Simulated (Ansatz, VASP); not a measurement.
# One calculation of S, two programs

The input POSCAR:

```
S
1.0
    0.0000000000      1.9943503440      1.8348023165
    1.9943503440      0.0000000000      1.8348023165
    1.9943503440      1.9943503440      0.0000000000
S
1
Direct
    0.0000000000      0.0000000000      0.0000000000
```

INCAR.step1

```
SYSTEM = S
PREC = Accurate ; ENCUT = 520
ISMEAR = 0 ; SIGMA = 0.15
LREAL = .FALSE. ; LASPH = .TRUE.
NELM = 100 ; NBANDS = 9
GGA = PE ; ALGO = Normal
EDIFF = 1E-4 ; LWAVE = .TRUE.
LCHARG = .FALSE.
```

The input INCAR.step2:

```
SYSTEM = S
PREC = Accurate ; ENCUT = 520
EDIFF = 1E-6 ; ISMEAR = 0
SIGMA = 0.15 ; LREAL = .FALSE.
LASPH = .TRUE. ; NELM = 100
ALGO = Normal ; ISIF = 2
LWAVE = .FALSE. ; LCHARG = .FALSE.
METAGGA = R2SCAN ; LMIXTAU = .TRUE.
NBANDS = 9 ; ISTART = 1
```

Contents of KPOINTS:

```
regular mesh
0
G
  20 20 20
  0 0 0
```

Input for Ansatz:

```yaml
crystal:
  lattice:
    - [0.0, 1.994350344, 1.8348023165]
    - [1.994350344, 0.0, 1.8348023165]
    - [1.994350344, 1.994350344, 0.0]
  atoms:
    - { symbol: S, position: [0.0, 0.0, 0.0] }
basis:
  ecutwfc: 500
kpoints:
  mp_grid: { grid: [20, 20, 20] }
hamiltonian:
  xc: r2scan
scf:
  occupations: { method: gaussian, width: 0.15 }
output:
  forces: true
  stress: true
  eigenvalues: true
```

Change from the starting cell: strain +0.000 along x and y, -0.080 along z, atoms carried along.

Alike in both runs: task single point; functional r2SCAN; k mesh 20 × 20 × 20; occupations gaussian, width 0.15 eV; no spin polarisation.

|  | VASP | Ansatz |
| --- | --- | --- |
| version | VASP 6.6.1 | Ansatz 0.2.0 |
| potentials or method | VASP PAW PBE potentials, release 64 (S) | scalar-relativistic, plane waves, PAW |
| plane-wave cutoff (eV) | 520 | 500 |
| valence electrons in the cell | 6 | 6 |

VASP gave:

| Property | Result |
| --- | --- |
| gap on the k mesh at the Fermi level (eV) | none |
| pressure (GPa) | 8.9 |
| largest component of the traceless stress (GPa) | 6.32 |

Which values does Ansatz return?

gap on the k mesh at the Fermi level (eV): none; pressure (GPa): 9.2; largest component of the traceless stress (GPa): 6.33.

A gap of «none» marks a metal or a gap that the smearing closes. With one functional, cell and mesh, what is left measures potentials, basis and numerics.

Caveats: the PAW data sets were made with another functional, which shifts forces and pressure a little (VASP).
